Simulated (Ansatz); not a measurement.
Crystal: Ge.

```
Ge
1.0
     1.48805   -2.59469    0.00000
     1.48805    2.59469    0.00000
     0.00000    0.00000    4.72760
Ge
2
Direct
  0.33345 0.66655 0.25000
  0.66655 0.33345 0.75000
```

This isn't the form of Ge at room conditions, which is diamond.

| Property | Result |
| --- | --- |
| Program | Ansatz 0.2.0 |
| Task | relaxation of cell and atoms |
| Functional | revPBE |
| Potentials or basis | all-electron LAPW, scalar-relativistic |
| Basis error allowed | 0.001 eV/atom |
| k mesh | 10 × 10 × 6 |
| Occupations | fermi-dirac, width 0.05 eV |
| Spin | no spin polarisation |

At the start: volume 18.25 Å³/atom.

**Question.** How do energy, volume and symmetry change on relaxing?

**Answer.** Over 6 steps the energy falls by 25.0 meV/atom and the volume is 19.64 Å³/atom (+7.6 %); space group P6_3/mmc (No. 194, to 0.05 Å).

The path:
```csv
step,energy change (eV),largest force (eV/Å),volume (Å³)
1,0.0000,0.0011,36.51
2,-0.0414,0.0013,40.64
3,-0.0497,0.0005,39.48
4,-0.0499,0.0011,39.30
5,-0.0499,0.0010,39.29
6,-0.0499,0.0010,39.29
```

Final structure:
```
Ge
1.0
     1.50977   -2.64668    0.00000
     1.50977    2.64668    0.00000
     0.00000    0.00000    4.91627
Ge
2
Direct
  0.33365 0.66635 0.25000
  0.66635 0.33365 0.75000
```
